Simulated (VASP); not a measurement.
Set up this calculation in VASP 6.6.1, as the native input.

| Item | Value |
| --- | --- |
| Task | relaxation of cell and atoms |
| Functional | AM05 |
| Potentials or basis | VASP PAW PBE potentials, release 64 (W_sv) |
| Cutoff | 600 eV |
| k mesh | 12 × 12 × 12 |
| Occupations | fermi-dirac, width 0.05 eV |
| Spin | no spin polarisation |
| Further INCAR settings | ALGO = Normal; EDIFF = 1e-06; IBRION = 2; EDIFFG = -0.005; NSW = 40; ISIF = 3 |

The structure of W lies in POSCAR:

```
W
1.0
   -1.5823450000      1.5823450000      1.5823450000
    1.5823450000     -1.5823450000      1.5823450000
    1.5823450000      1.5823450000     -1.5823450000
W
1
Direct
    0.0000000000      0.0000000000      0.0000000000
```

These files were run (other wordings do the same):

INCAR

```
  PREC = Accurate
  ENCUT = 600
  EDIFF = 1E-6
  ISMEAR = -1
  SIGMA = 0.05
  LREAL = F
  LASPH = T
  NELM = 80
  ALGO = Normal
  ISIF = 3
  LWAVE = F
  LCHARG = F
  GGA = AM
  IBRION = 2
  NSW = 40
  EDIFFG = -0.005
```

KPOINTS

```
regular mesh
0
Gamma
  12 12 12
```

Potentials or basis: VASP PAW PBE potentials, release 64 (W_sv).

Launch:

```sh
$ cat potpaw_PBE.64/W_sv/POTCAR > POTCAR
$ mpirun -np 1 vasp_std > vasp.out
```

It gave:

```yaml
Relaxed_volume: 15.65 Å³/atom
Relaxed_cell: a = 2.729 Å, b = 2.729 Å, c = 2.729 Å, α = 109.47°, β = 109.47°, γ = 109.47°
Space_group_after_relaxing_to_0.05_Å: Im-3m (No. 229)
Energy_gained_by_relaxing: 2.5 meV/atom
Ionic_steps: 3
Pressure_after_relaxing: 0.0 GPa
Band_gap_on_the_k_mesh: none (metal or under the smearing width)
```

Caveat: the PAW data sets were made with another functional, which shifts forces and pressure a little.

Wall time 18 s on 1 thread of Intel(R) Xeon(R) Platinum 8488C (Sapphire Rapids), with other jobs on the host, peak memory 0.15 GiB.
